# Copper with atomic orbitals: what does the cutoff radius do?

**Question**

I have one copper cell with one atom, distorted and closer to bcc than to fcc, computed in LDA with a double-zeta polarised basis of home-made numerical orbitals. The only setting that changes is the radius in bohr beyond which every orbital is exactly zero. "Energy less tightest" is the energy relative to the run at 10 bohr.

ABACUS 3.10.1, LDA without spin polarisation, for a distorted one-atom Cu cell: DZP atomic orbitals, PseudoDojo NC SR 0.4.1 LDA standard pseudopotentials, 10×10×10 k mesh, Gaussian smearing of 0.1 eV, energy cutoff 1360.57 eV. The sweep value is the orbital cutoff radius in bohr; energies are free energies relative to the 10 bohr run.

```tsv
sweep value	energy less tightest (meV/atom)	pressure (GPa)	force miss (eV/Å)
4.5	359.6	-27.073	0.000
5	64.1	-10.627	0.000
6	9.0	-6.467	0.000
7	10.3	-6.850	0.000
8	1.5	-7.400	0.000
9	-1.3	-7.194	0.000
10	0.0	-7.088	0.000
```

1. How large is the error of a short radius?
2. The force miss is zero even at 4.5 bohr. Are forces converged first?
3. Why do short orbitals cost energy, when their spheres already cover the whole cell?
4. Why does the pressure go wrong as well, and are the two errors connected?
5. Could I relax the cell with the 5 bohr set and do only the final energy with a longer one?
6. Why does the energy rise from 6 to 7 bohr, and why is 9 bohr below the "tightest" run?
7. Which radius should I take, and which digits can I trust?

**Answer**

**1. How large is the error?** Relative to the 10 bohr run, the energy is too high by a few hundred meV per atom at 4.5 bohr, by several tens at 5 bohr and by about ten at 6 and 7 bohr. From 8 bohr on, the runs agree within a few meV. Half a bohr more at the short end therefore gains far more than two bohr at the long end.

**2. Are forces converged first?** The zeros don't show that. With one atom per cell, every atom has the same surroundings in opposite directions, so the force on it vanishes whatever the basis. A test of forces needs a cell in which symmetry doesn't cancel them, for instance one with two or more copper atoms, one of them moved off its site.

**3. Why do short orbitals cost energy?** In an ideal bcc cell of this volume, no point is farther than about 3 bohr from an atom, so even the shortest orbitals leave no empty holes. The trouble is their shape. The 4s and 4p electrons of copper spread through the whole metal in smooth waves. Orbitals that are forced to zero early fall off too steeply in the space between the atoms, so their sum tends to dip where the true wave is smooth. That extra waviness raises the kinetic energy. The 3d electrons sit closer to the nucleus and each of them feels the cutoff less, but there are ten per atom, and the shortest radii clip their tails too.

All this is an argument, not something that the table shows directly, but it suggests what matters: the radius compared with the distance between atoms. If the atoms move apart while the orbitals stay as they are, the dips deepen and the error should grow. The pressure column can test this.

**4. Are the energy and pressure errors connected?** Pressure is minus the change of energy with volume, and a negative value means that the cell wants to shrink. If the short cutoff harmed each atom separately, the energy error would be the same at every volume and the pressure would be right. Instead, the pressure at 4.5 bohr is about 20 GPa more negative than at 10 bohr. The energy error does grow when this cell is stretched, as the picture of dips between the atoms demands.

The link can be made quantitative. Let $r$ be the orbital radius, $a$ the spacing of the atoms, $V$ the volume per atom, and $\Delta E$ and $\Delta p$ the errors of energy and pressure relative to the 10 bohr run. Suppose that $\Delta E$ depends only on the ratio $r/a$. Stretching the lattice by one percent then does the same harm as shortening the orbitals by one percent. Since $V$ grows as $a^3$ and $\Delta p=-\mathrm{d}\Delta E/\mathrm{d}V$, it follows that

$$\frac{\mathrm{d}\,\Delta E}{\mathrm{d}\ln r}=-\frac{\mathrm{d}\,\Delta E}{\mathrm{d}\ln a}=3V\,\Delta p .$$

The pressures alone should thus predict how much energy is gained by a longer radius. Take the step from 4.5 to 5 bohr. The pressure errors at its ends are −19.98 and −3.54 GPa, with a mean of −11.76 GPa. With $V=11.46$ Å³ and 1 eV/Å³ = 160.2 GPa,

$$3\times 11.46\times\frac{-11.76}{160.2}\times\ln\frac{5}{4.5}\approx-0.27\ \text{eV per atom}.$$

The energies themselves fall by 0.30 eV. The plain mean is crude, because the pressure error shrinks more than fivefold within the step; a logarithmic mean gives 0.21 eV. The estimate thus recovers roughly 70 to 90 % of the gain, with no constant adjusted to the energies. This fits the view that much of the error arises in the space between the atoms. It is not a proof: the dependence on $r/a$ alone is an assumption, and the share found here rests on it.

The next step, from 5 to 6 bohr, agrees even better, but that deserves little weight: the pressure error changes sign on the way, and two points cannot trace such a curve. Beyond 6 bohr the model fails. From 6 to 7 bohr it predicts a rise of 14 meV per atom, where the energies rise by 1.3. The output printed below compares all the steps.

**5. Could I relax the cell with the 5 bohr set?** I would not. A constant energy error would cancel between two volumes, but this one changes with volume: at 5 bohr by about 2.5 meV per atom for each percent, and at 4.5 bohr by about 14. The short set thus favours small cells.

The size of the damage follows from the pressure error at 5 bohr, −3.5 GPa. With the measured bulk modulus of copper, roughly 140 GPa, the relaxed volume would come out about 2.5 % smaller than with the 10 bohr set. That is probably too much: LDA makes copper stiffer than it is, and the pressure error should itself shrink as the cell contracts. A shift of 2 % or less is more likely. A final energy with longer orbitals would then be a good energy for the wrong cell.

**6. Why does the energy go up and down at longer radii?** Adding functions to a basis can only lower the energy or leave it unchanged. A longer radius at a fixed number of functions does something else: it replaces the old orbitals by new ones. The new set need not contain everything that the old one could describe, so its energy may lie higher. Up to 6 bohr the relief from tight confinement outweighs this effect; after that, the differences between the sets show.

The run at 9 bohr lies 1.3 meV per atom below the one at 10 bohr. If numerical noise, for instance from the integration grid, is smaller than that, the variational principle makes the 9 bohr set slightly the better one for this cell. "Tightest" means only the longest radius tried, and the zero of the energy column is a reference point, not the lowest energy that a richer basis could reach. Why the 7 bohr set in particular does a little worse than the 6 bohr set, the table can't tell. A wider spread of the functions is not enough as a reason, since the still wider sets at 8 and 9 bohr do better.

**7. Which radius, and which digits?** For an energy within 10 meV per atom of the 10 bohr run, take 8 bohr. The 6 bohr set also meets that bound, but the 7 bohr set just misses it, so the success at 6 bohr doesn't last. Going on to 10 bohr nearly doubles the number of neighbours whose orbitals can overlap with those of a given atom, and it moves the energy by only 1.5 meV.

Between 8 and 10 bohr the energies scatter by about 3 meV per atom and the pressures by about 0.3 GPa. Those are the last digits worth keeping as far as the radius is concerned; the tenths of a meV belong to the particular orbital set. The error of having only double-zeta polarised functions comes on top, and a longer radius doesn't remove it. Other orbital sets for copper, built in another way, may settle at a different radius.

The pressure of about −7 GPa that remains at 10 bohr should not be read as a radius error, since it hardly moves from 8 bohr on. Its sign says that the cell is larger than this LDA calculation prefers, so it pulls inwards, although it is already a little denser than real copper. That fits the known tendency of LDA to make copper too dense. Longer orbitals will not cure it; a smaller cell would.

The analysis program printed:

```
Steps and pressure errors:
  row  pressure less that at 10 bohr (GPa)  energy step from row above (meV/atom)  step predicted from pressures (meV/atom)  atoms within two radii
  4.5                               -19.98                                    n/a                                       n/a                   39.49
    5                               -3.539                                 -295.5                                    -265.9                   54.16
    6                                0.621                                  -55.1                                    -57.08                   93.59
    7                                0.238                                    1.3                                     14.21                   148.6
    8                               -0.312                                   -8.8                                     -1.06                   221.9
    9                               -0.106                                   -2.8                                    -5.282                   315.9
   10                                    0                                    1.3                                    -1.198                   433.3
Farthest point from any atom in an ideal bcc cell of this volume (bohr): 3.001
Factor by which the energy excess falls from 4.5 to 5 bohr: 5.61
Factor by which the energy excess falls from 5 to 6 bohr: 7.122
Lone-atom tail estimate of the factor from 4.5 to 5 bohr: 1.822
Lone-atom tail estimate of the factor from 5 to 6 bohr: 3.321
Decay rate from 4.5 to 5 bohr (per bohr): 3.449
Decay rate from 5 to 6 bohr (per bohr): 1.963
First step predicted with logarithmic mean of the pressures (meV/atom): -214.8
First step, trapezoid prediction over computed step: 0.8999
First step, logarithmic-mean prediction over computed step: 0.7268
Change of energy error per 1 % more volume at 4.5 bohr (meV/atom): 14.29
Change of energy error per 1 % more volume at 5 bohr (meV/atom): 2.531
Rough volume shift by the 5 bohr set, bulk modulus about 140 GPa (%): -2.528
Energy at 7 bohr above that at 6 bohr (meV/atom): 1.3
Energy spread from 8 to 10 bohr (meV/atom): 2.8
Pressure spread from 8 to 10 bohr (GPa): 0.312
Pressure spread from 6 to 10 bohr (GPa): 0.933
Atoms within two radii, 10 bohr over 8 bohr: 1.953
```
